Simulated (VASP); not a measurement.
# CdS (Greenockite): relaxation of cell and atoms with AM05

The system is CdS (Greenockite).

```
Cd S
1.0
     4.15000    0.00000    0.00000
    -2.07500    3.59401    0.00000
     0.00000    0.00000    6.73700
Cd S
2 2
Direct
  0.66667 0.33333 0.50000
  0.33333 0.66667 0.00000
  0.66667 0.33333 0.87500
  0.33333 0.66667 0.37500
```

| Property | Result |
| --- | --- |
| Program | VASP 6.6.1 |
| Task | relaxation of cell and atoms |
| Functional | AM05 |
| Potentials or basis | VASP PAW PBE potentials, release 64 (Cd, S) |
| Cutoff | 600 eV |
| k mesh | 7 × 7 × 4 |
| Occupations | fermi-dirac, width 0.05 eV |
| Spin | no spin polarisation |
| Further INCAR settings | ALGO = Fast; EDIFF = 1e-06; IBRION = 2; EDIFFG = -0.005; NSW = 40; ISIF = 3 |

| Item | Value |
| --- | --- |
| Relaxed volume | 25.09 Å³/atom |
| Relaxed cell | a = 4.144 Å, b = 4.144 Å, c = 6.746 Å, α = 90.00°, β = 90.00°, γ = 120.00° |
| Space group after relaxing (to 0.05 Å) | P6_3mc (No. 186) |
| Energy gained by relaxing | 0.2 meV/atom |
| Ionic steps | 11 |
| Pressure after relaxing | 0.0 GPa |
| Band gap on the k mesh | 1.18 eV, direct |

The path:
| step | energy change (eV) | largest force (eV/Å) | pressure (GPa) | volume (Å³) |
| --- | --- | --- | --- | --- |
| 1 | 0.0000 | 0.0665 | -0.07 | 100.48 |
| 2 | -0.0009 | 0.0040 | 0.02 | 100.33 |
| 3 | -0.0009 | 0.0078 | 0.02 | 100.33 |
| 4 | -0.0009 | 0.0102 | 0.03 | 100.34 |
| 5 | -0.0007 | 0.0372 | -0.02 | 100.41 |
| 6 | -0.0009 | 0.0102 | 0.02 | 100.34 |
| 7 | -0.0010 | 0.0077 | -0.01 | 100.38 |
| 8 | -0.0010 | 0.0054 | -0.04 | 100.43 |
| 9 | -0.0010 | 0.0030 | -0.02 | 100.40 |
| 10 | -0.0010 | 0.0026 | 0.04 | 100.32 |
| 11 | -0.0010 | 0.0011 | 0.01 | 100.35 |

Final structure:
```
CELL_PARAMETERS angstrom
4.14437 0.00000 0.00000
-2.07219 3.58913 0.00000
0.00000 0.00000 6.74638
ATOMIC_POSITIONS crystal
Cd 0.66667 0.33333 0.49927
Cd 0.33333 0.66667 0.99927
S 0.66667 0.33333 0.87573
S 0.33333 0.66667 0.37573
```

Levels at points of the mesh, in eV from the valence-band top:
```csv
k point,band 15,band 16,band 17,band 18,band 19,band 20,band 21,band 22
"(0.00, 0.00, 0.00)",-0.75,-0.04,0.00,0.00,1.18,2.74,6.43,6.43
"(0.00, 0.00, 0.50)",-0.39,-0.39,-0.39,-0.39,2.82,2.82,6.16,6.16
```

It took 5.9 min on 1 thread of Intel(R) Xeon(R) Platinum 8488C (Sapphire Rapids), with other jobs on the host, peak memory 0.29 GiB.

Caveat: the PAW data sets were made with another functional, which shifts forces and pressure a little. Expect the measured gap to be larger: semilocal functionals such as AM05 lack the derivative discontinuity.
